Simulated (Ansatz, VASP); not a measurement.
## Cross-check of Si7Ge between VASP and Ansatz

One calculation is typed for both programs; each brings its own data sets. How far apart do they land? The cell is generated by rule, not measured, and may not be a known phase. The cell is taken from a series of runs on this material, whose earlier steps may have relaxed, scaled, displaced or heated it; both programs get it as it stands.

Program: Ansatz 0.2.0. Level of theory: plane waves, with VASP 6.6.1 beside it; zone-centre phonons at PBEsol. Results are calculated unless marked as measured.

The structure was built from a prototype and need not be the compound's stable phase.

## 1. The structure

Symmetry: P-43m, No. 215, cubic system. Conventional cell: a = 5.459 Å, b = 5.459 Å, c = 5.459 Å, α = 90.00°, β = 90.00°, γ = 90.00°. Si has 4 Si at 2.36 Å nearest. Nearest to Si lie 3 Si at 2.36 Å and 1 Ge at 2.39 Å. Nearest to Ge lie 4 Si at 2.39 Å. Farther neighbours are not listed.

Coordinates:

```cif
data_structure
_symmetry_space_group_name_H-M 'P 1'
_symmetry_Int_Tables_number 1
_cell_length_a 5.4590
_cell_length_b 5.4590
_cell_length_c 5.4590
_cell_angle_alpha 90.000
_cell_angle_beta 90.000
_cell_angle_gamma 90.000
_cell_volume 162.68
loop_
_atom_site_label
_atom_site_type_symbol
_atom_site_fract_x
_atom_site_fract_y
_atom_site_fract_z
_atom_site_occupancy
Si1 Si 0.50000 0.50000 0.00000 1
Si2 Si 0.50000 0.00000 0.50000 1
Si3 Si 0.00000 0.50000 0.50000 1
Si4 Si 0.25259 0.25259 0.25259 1
Si5 Si 0.74741 0.74741 0.25259 1
Si6 Si 0.74741 0.25259 0.74741 1
Si7 Si 0.25259 0.74741 0.74741 1
Ge8 Ge 0.00000 0.00000 0.00000 1
```

## 2. Ansatz: zone-centre phonons, PBEsol

Ansatz runs on its PAW soft_1 files.

Second derivatives magnify differences that forces hide, and they need a tight electronic threshold.

input.yaml reads:

```yaml
crystal:
  lattice:
    - [5.4589576355, 0.0, 0.0]
    - [0.0, 5.4589576355, 0.0]
    - [0.0, 0.0, 5.4589576355]
  atoms:
    - { symbol: Si, position: [0.5, 0.5, 0.0] }
    - { symbol: Si, position: [0.5, 0.0, 0.5] }
    - { symbol: Si, position: [0.0, 0.5, 0.5] }
    - { symbol: Si, position: [0.2525939509, 0.2525939509, 0.2525939509] }
    - { symbol: Si, position: [0.7474060491, 0.7474060491, 0.2525939509] }
    - { symbol: Si, position: [0.7474060491, 0.2525939509, 0.7474060491] }
    - { symbol: Si, position: [0.2525939509, 0.7474060491, 0.7474060491] }
    - { symbol: Ge, position: [0.0, 0.0, 0.0] }
kpoints:
  mp_grid: { grid: [6, 6, 6], shift: [0.5, 0.5, 0.5] }
hamiltonian:
  xc: pbesol
  pseudopotentials: { kind: paw, azcp: { folder: soft_1 }, xc_functional: pbe }
scf:
  occupations: { method: fixed }
output:
  eigenvalues: true
phonons:
  method: dfpt
```

On the command line:

```
> ansatz run input.yaml --threads 8 --pin off --max-ram 16384MiB --backend cpu --events-out ev --progress --plain --runs-dir out
```

Numbers of over 12 decimals in the logs are rounded to 6 here.

Log:

```text
Engine: ansatz 0.2.0, aarch64-unknown-linux-gnu
Pseudopotentials: kind: paw
Pseudopotential: Si, paw, valence charge 4, recommended cutoff 420 eV (normal), soft_1/Si.paw.azcp
Pseudopotential: Ge, paw, valence charge 14, recommended cutoff 420 eV (normal), soft_1/Ge.paw.azcp
Functional definition: PBEsol
  exchange = pbesol_x
  correlation = pbesol_c
Crystal: 8 atoms, lattice volume = 162.678 Å³
Basis set: ecut = 420 eV, 3191 PW (Γ), exchange–correlation on 80×80×80 points (8 copies of the dense FFT grid, shifted against one another)
Bands: 29, of which v1, the nominal top of the filled ones, is band 21 counted from 1 (20 counted from 0)
Symmetry: 24 space group operations
k-points: 108 of 216 (irreducible under 1 space group operation, time reversal used)
Non-local potential: Si, projectors of the file, l = 0: 2, l = 1: 2, l = 2: 1
Non-local potential: Ge, projectors of the file, l = 0: 2, l = 1: 2, l = 2: 3, l = 3: 1
PAW form: soft (Blöchl's): semilocal exchange-correlation on the pseudo side does not see the compensation charge
PAW frozen core: Si, regenerated for the run's functional, and the local potential with it (the file was generated under x = pbe(κ = 0.804, μ = 0.219515), c = pbe(β = 0.066725))
PAW frozen core: Ge, regenerated for the run's functional, and the local potential with it (the file was generated under x = pbe(κ = 0.804, μ = 0.219515), c = pbe(β = 0.066725))
PAW one-centre angular grid: Si, 110 points (default); XC on 64 Gauss nodes
PAW one-centre angular grid: Ge, 590 points (default); XC on 64 Gauss nodes
Initial density: superposition of atomic densities (chi_scale 0.1, normalization cell, long waves kept (reshape's long-wave potential 0.01 eV rms))
Initial wavefunctions: pseudopotential atomic-orbital guess
Functional: x = pbesol(κ = 0.804, μ = 0.123457), c = pbesol(β = 0.046)
SCF iter   1: F=—  HF=-8604.734276 eV  |F-HF|=—  |Δ(HF+E_count)|=         —  Δρ=4.48e-2  dr2=2.94e0  ethr=3.10e-3  ⟨swp⟩=5.0  Hψ=13824  notcnv=0  defer=452
preconditioner: auto → Resta (q_TF=auto, 2.177 Å⁻¹)  ε∞=5.2  [insulator: Δε(μ)=0.933 eV  Ē_g=8.057 eV  n_scr=26 (ndim 8)  ℏωp=16.5 eV  f_vac=0.000  ε∞_Penn≈5.2]
SCF iter   2: F=—  HF=-8604.184155 eV  |F-HF|=—  |Δ(HF+E_count)|=   5.50e-1  Δρ=2.57e-2  dr2=9.99e-1  ethr=3.10e-3  ⟨swp⟩=2.0  Hψ=4228  notcnv=0  defer=618
SCF iter   3: F=—  HF=-8603.933381 eV  |F-HF|=—  |Δ(HF+E_count)|=   2.51e-1  Δρ=2.82e-3  dr2=1.31e-2  ethr=2.38e-3  ⟨swp⟩=2.9  Hψ=5212  notcnv=0  defer=604
SCF iter   4: F=—  HF=-8603.921897 eV  |F-HF|=—  |Δ(HF+E_count)|=   1.15e-2  Δρ=1.63e-3  dr2=4.68e-3  ethr=3.12e-5  ⟨swp⟩=2.8  Hψ=5423  notcnv=0  defer=640
SCF iter   5: F=—  HF=-8603.924264 eV  |F-HF|=—  |Δ(HF+E_count)|=   2.37e-3  Δρ=3.97e-4  dr2=3.54e-4  ethr=1.12e-5  ⟨swp⟩=3.2  Hψ=5305  notcnv=0  defer=640
SCF iter   6: F=—  HF=-8603.924593 eV  |F-HF|=—  |Δ(HF+E_count)|=   3.29e-4  Δρ=5.63e-5  dr2=5.07e-6  ethr=8.43e-7  ⟨swp⟩=2.0  Hψ=4750  notcnv=0  defer=640
SCF iter   7: F=—  HF=-8603.924603 eV  |F-HF|=—  |Δ(HF+E_count)|=   9.90e-6  Δρ=6.05e-6  dr2=3.67e-8  ethr=1.21e-8  ⟨swp⟩=2.0  Hψ=4556  notcnv=0  defer=495
SCF iter   8: F=—  HF=-8603.924607 eV  |F-HF|=—  |Δ(HF+E_count)|=   3.66e-6  Δρ=9.50e-7  dr2=1.30e-9  ethr=8.74e-11  ⟨swp⟩=2.0  Hψ=4879  notcnv=0  defer=335
SCF iter   9: F=-8603.924607 eV  HF=-8603.924607 eV  |F-HF|=1.82e-12  |Δ(HF+E_count)|=   1.31e-9  Δρ=1.76e-7  dr2=9.32e-11  ethr=1.00e-12  ⟨swp⟩=16.6  Hψ=25144  notcnv=0
SCF 1 converged in 9 iterations: F = -8603.924607 eV  dr2 = 9.32e-11
  greatest PAW one-centre occupation: 0.998 electrons in one spin orbital (limit 2), on the Ge atom at site 7 (counted from 0), in its partial waves of l = 2
DFPT response loops at Γ: preconditioner auto → Resta (q_TF=auto, 2.177 Å⁻¹)  ε∞=9.7 (no band partly filled); β = 1.00, the filter's whole step (`scf.mixing.beta` (0.50) is not read by the response loops at its default; to damp them type it under 1.00, their step now; it binds the ground state too); Broyden in place of MSR1
SCF converged after 9 iterations
Free energy (F): -8603.924607 eV
Harris-Foulkes:  -8603.924607 eV  (|F-HF|=1.82e-12)
Internal energy: -8603.924607 eV  (E = F + TS)
E sigma→0 (E₀):  -8603.924607 eV
Fermi energy:    6.335884 eV
--- Per-component energies (eV) ---
  E_band       = -134.405254
  E_kinetic    = 376.345441
  E_local      = -2977.862432  (includes V_loc(G=0)·N_el)
  E_nonlocal   = 380.208711
  E_hartree    = 1395.094173
  E_xc         = -462.108831
  E_vxc        = -399.310882  (∫ρ·V_xc dr)
  E_paw        = -5457.208368  (= ΣΔE_a)
  E_vpaw       = -303.974850  (= ΣTr[D̂ρ^β])
  E_aug_tail   = 0.000287  (compensation charges beyond the density's cutoff)
  E_ewald      = -1859.532451
  E_core_change = 1.138863  (= ΣΔE_core)
  E_smearing   = -0.000000  (= −TS)
  E_closure    = -0.000000  (closes the sum)
  Σ components = -8603.924607   (vs F -8603.924607, Δ=0.00e0)
--- Band table (eV; the first three rows and the last of 108) ---
  k-point 0: bands = [... 17 lower, 3.6708, 5.5742, 6.3359, 6.3359, 6.9702, 7.2323, 7.2323, 7.6507, ... 4 higher]
  k-point 1: bands = [... 17 lower, 3.8777, 4.4738, 5.6765, 5.8537, 7.2493, 7.8281, 7.9638, 8.2630, ... 4 higher]
  k-point 2: bands = [... 17 lower, 4.0821, 4.3039, 4.9045, 4.9349, 7.5801, 8.1238, 9.1148, 9.4400, ... 4 higher]
  k-point 107: bands = [... 17 lower, 4.0821, 4.3039, 4.9045, 4.9349, 7.5801, 8.1238, 9.1148, 9.4400, ... 4 higher]
--- Phonons (Γ-DFPT): 4 representative perturbations + reference, on 108 of 216 k-points (Σ response iterations 13) ---
  k mesh reduced under 1 symmetry operation, with k and −k counted as one. Each operation leaves every solved perturbation unchanged. A smaller set is not used because it would not reduce the number of displacements times k-points to solve
  ASR residual: 9.713e-5 → 0.000e0 eV/Å²; symmetrization residual: 3.851e-5 eV/Å²
  ASR residual per site (eV/Å²): 3.38e-5 3.38e-5 3.38e-5 4.78e-5 4.78e-5 4.78e-5 4.78e-5 9.71e-5
  Γ frequencies (cm⁻¹): 0.00 0.00 0.00 111.51 111.51 111.51 137.80 137.80 137.80 336.27 336.27 336.27 398.55 403.74 403.74 432.89 432.89 432.89 452.58 452.58 452.58 497.61 497.61 497.61
  non-analytic LO–TO correction: not included (Born effective charges unavailable; polar crystals: no LO–TO splitting at Γ)
```

(Part 1 of 3 ends here.)

[Lines on the potential files, build, host, timing and source positions are cut from VASP's logs without a mark.]

[Logs are printed without paths, hosts, clocks, repeated set-up lines and the standing remarks that a program may print on its own settings, such as how far it seeks lower states.]

[Hosts, paths, dates, database ids (printed as entryN), source tags and the programs' standing remarks are cut or masked in the printed files.]
